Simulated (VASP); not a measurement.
# Te2Mo in VASP: further runs, part 2 of 2

VASP 6.6.1. The steps go on from the part before.

**3. Single point, PBE**

INCAR

```
SYSTEM = Te2Mo
PREC     = Accurate       ! precision mode
ENCUT    = 520            ! plane-wave cutoff, eV
EDIFF    = 1E-6           ! SCF threshold, eV
ISMEAR   = 0              ! smearing method
SIGMA    = 0.012          ! smearing width, eV
LREAL    = .FALSE.        ! projectors in reciprocal space
LASPH    = .TRUE.         ! aspherical terms in the spheres
NELM     = 80             ! most SCF steps
ALGO     = Normal         ! electronic algorithm
ISIF     = 2              ! what is computed and relaxed
LWAVE    = .FALSE.        ! write WAVECAR
LCHARG   = .TRUE.         ! write CHGCAR
GGA      = PE             ! functional
LELF     = .TRUE.         ! ELF
LVHAR    = .TRUE.       
NBANDS   = 35             ! bands
```

KPOINTS

```
regular mesh
0
G
  4 8 1
  0 0 0
```

POSCAR

```
Te2Mo
1.0
    6.3616090156      0.0000000000      0.0000000000
    0.0000000000      3.4804030600      0.0000000000
   -0.0857412231      0.0000000000     36.1758904685
Te Mo
4 2
Direct
    0.4292511000      0.7500000000      0.5407035800
    0.5707489000      0.2500000000      0.4592964200
    0.9208478700      0.2500000000      0.5565273200
    0.0791521300      0.7500000000      0.4434726800
    0.1813475600      0.2500000000      0.4974653700
    0.8186524400      0.7500000000      0.5025346300
```

Potentials or basis: VASP PAW PBE potentials, release 64 (Te, Mo_sv).

Command:

```console
$ cat potpaw_PBE.64/Te/POTCAR potpaw_PBE.64/Mo_sv/POTCAR > POTCAR
$ mpirun -np 1 vasp_std > vasp.out
```

OUTCAR:

```text
SYSTEM = Te2Mo
   PREC = Accurate
   ENCUT = 520
   EDIFF = 1E-6
   ISMEAR = 0
   LREAL = .FALSE.
   LASPH = .TRUE.
   NELM = 80
   ISIF = 2
   GGA = PE

 ion  position               nearest neighbor table
   1  0.429  0.750  0.541-   5 2.82   5 2.82   6 2.84   2 3.54   2 3.54   3 3.62   3 3.62
   2  0.571  0.250  0.459-   6 2.82   6 2.82   5 2.84   1 3.54   1 3.54   4 3.62   4 3.62
   3  0.921  0.250  0.557-   6 2.69   6 2.69   5 2.71   1 3.62   1 3.62
   4  0.079  0.750  0.443-   5 2.69   5 2.69   6 2.71   2 3.62   2 3.62
   5  0.181  0.250  0.497-   4 2.69   4 2.69   3 2.71   1 2.82   1 2.82   2 2.84   6 2.90   6 2.90

   6  0.819  0.750  0.503-   3 2.69   3 2.69   4 2.71   2 2.82   2 2.82   1 2.84   5 2.90   5 2.90

  LATTYP: Found a simple monoclinic cell.
 ALAT       =     6.3616090156
 B/A-ratio  =     0.5470947761
 C/A-ratio  =     5.6866104138
 COS(beta)  =    -0.0023701139

  Lattice vectors:

 A1 = (   6.3616090156,   0.0000000000,   0.0000000000)
 A2 = (   0.0000000000,   3.4804030600,   0.0000000000)
 A3 = (  -0.0857412231,   0.0000000000,  36.1758904685)

Analysis of symmetry for initial positions (statically):
=====================================================================
 Subroutine PRICEL returns:
 Original cell was already a primitive cell.

 Routine SETGRP: Setting up the symmetry group for a
 simple monoclinic supercell.

 Subroutine GETGRP returns: Found  4 space group operations
 (whereof  2 operations were pure point group operations)
 out of a pool of  4 trial point group operations.

The static configuration has the point symmetry S_2 .
 The point group associated with its full space group is C_2h.

Analysis of symmetry for dynamics (positions and initial velocities):
=====================================================================
 Subroutine PRICEL returns:
[... 129 lines left out ...]
  volume/ion in A,a.u.               =     133.49       900.87
  Fermi-wavevector in a.u.,A,eV,Ry     =   0.657967  1.243377  5.890240  0.432920
  Thomas-Fermi vector in A             =   1.729641
   LORBIT       =      0    0 simple, 1 ext, 2 COOP (PROOUT), +10 PAW based schemes
   GGA     = PE    functional components
   LHFCALC =     F    Hartree Fock is set to
   AEXX    =    0.0000 exact exchange contribution
   IVDW    =     0    specifies the selected vdW correction
   LEPSILON=     F    determine dielectric tensor
   LRPA    =     F    only Hartree local field effects (RPA)
 non-spin polarized calculation
 Gauss-broadening in eV      SIGMA  =   0.01
  energy-cutoff  :      520.00
  volume of cell :      800.97
 maximum number of plane-waves:     21707
 NGX is ok and might be reduce to    48
   NGX = 23   NGY = 13   NGZ =135

 number of electron      51.9999996 magnetization

 Free energy of the ion-electron system (eV)
  ---------------------------------------------------
  ext. energy  EPLUGINS =         0.00000000
  ---------------------------------------------------
  free energy    TOTEN  =       -35.95877108 eV

  energy without entropy =      -35.95834794  energy(sigma->0) =      -35.95855951

 E-fermi :  -2.1949     XC(G=0):  -2.3074

 val. band max:       -2.1949131663   @ k =   0.0000   0.1250   0.0000
 cond. band min:      -2.0838261802   @ k =   0.5000   0.0000   0.0000
 fundamental gap:      0.1110869860
 Fermi energy:        -2.1949131663

 k-point     1 :       0.0000    0.0000    0.0000
  band No.  band energies     occupation
      1     -63.2093      2.00000
      2     -63.1518      2.00000
      3     -37.4535      2.00000
      4     -37.4083      2.00000
      5     -37.3461      2.00000
      6     -37.2456      2.00000
[... 559 lines left out ...]
     34       1.2420      0.00000
     35       2.3462      0.00000

------------------------ aborting loop because EDIFF is reached ----------------------------------------

  FORCE on cell =-STRESS in cart. coord.  units (eV):
  Direction    XX          YY          ZZ          XY          YZ          ZX
  --------------------------------------------------------------------------------------
  -------------------------------------------------------------------------------------
  Total        0.5802541      0.1058226      1.2626931      0.0000000      0.0000000      0.0566217
  in kB        1.1606814      0.2116769      2.5257633      0.0000000      0.0000000      0.1132603
  external PRESSURE =       1.2993738 kB  Pullay stress =       0.0000000 kB

 VOLUME and BASIS-vectors are now :
 -----------------------------------------------------------------------------
  energy-cutoff  :      520.00
  volume of cell :      800.97
      direct lattice vectors                 reciprocal lattice vectors
     6.361609016  0.000000000  0.000000000     0.157192936  0.000000000  0.000372566
     0.000000000  3.480403060  0.000000000     0.000000000  0.287323044  0.000000000
    -0.085741223  0.000000000 36.175890469     0.000000000  0.000000000  0.027642720

 POSITION                                       TOTAL-FORCE (eV/Angst)
 -----------------------------------------------------------------------------------
      2.68437      2.61030     19.56043         0.045971     -0.000000      0.076652
      3.59150      0.87010     16.61546        -0.045971     -0.000000     -0.076652
      5.81036      0.87010     20.13287        -0.016217     -0.000000      0.259744
      0.46551      2.61030     16.04302         0.016217      0.000000     -0.259744
      1.11101      0.87010     17.99625         0.068513     -0.000000      0.019783
      5.16486      2.61030     18.17964        -0.068513     -0.000000     -0.019783
 -----------------------------------------------------------------------------------
    total drift:                                0.000000     -0.000000     -0.000000

  FREE ENERGIE OF THE ION-ELECTRON SYSTEM (eV)
  ---------------------------------------------------
  free  energy   TOTEN  =       -35.9587710781 eV

  energy  without entropy=      -35.9583479359  energy(sigma->0) =      -35.95855951
```

OSZICAR:

```text
N       E                     dE             d eps       ncg     rms          rms(c)
DAV:   1     0.430615573067E+03    0.43062E+03   -0.21376E+04  1306   0.105E+03
DAV:   2     0.872758141381E+01   -0.42189E+03   -0.41117E+03  1524   0.231E+02
DAV:   3    -0.355562280787E+02   -0.44284E+02   -0.43562E+02  1380   0.715E+01
DAV:   4    -0.372703587444E+02   -0.17141E+01   -0.16901E+01  1516   0.140E+01
[... 17 lines left out ...]
DAV:  22    -0.359587611117E+02   -0.20440E-04   -0.57091E-07   871   0.247E-03    0.222E-03
DAV:  23    -0.359587661600E+02   -0.50482E-05   -0.12605E-07   845   0.960E-04    0.147E-03
DAV:  24    -0.359587686221E+02   -0.24621E-05   -0.22869E-08   688   0.423E-04    0.861E-04
DAV:  25    -0.359587703583E+02   -0.17362E-05   -0.27682E-08   716   0.378E-04    0.313E-04
DAV:  26    -0.359587710781E+02   -0.71976E-06   -0.72621E-09   668   0.400E-04
   1 F= -.35958771E+02 E0= -.35958560E+02  d E =-.423142E-03
```

stdout:

```text
POSCAR found type information on POSCAR TeMo
 POSCAR found :  2 types and       6 ions
 scaLAPACK will be used
 LDA part: xc-table for (Slater+PW92), standard interpolation
 POSCAR, INCAR and KPOINTS ok, starting setup
 FFT: planning ... GRIDC
 FFT: planning ... GRID_SOFT
 FFT: planning ... GRID
 WAVECAR not read
 entering main loop
```

It took 12 min on 1 thread of Intel Xeon Platinum 8259CL at 2.50GHz (Skylake/Cascade Lake), shared host; peak memory 0.92 GiB.

Results:

```
Free energy            : -35.9588 eV
Largest force          : 0.260 eV/Å
Band gap on the k mesh : none (metal or under the smearing width)
```

Forces in eV/Å, atoms in the order of the input:
```
Te   0.046  0.000  0.077
Te  -0.046  0.000 -0.077
Te  -0.016  0.000  0.260
Te   0.016  0.000 -0.260
Mo   0.069  0.000  0.020
Mo  -0.069  0.000 -0.020
```
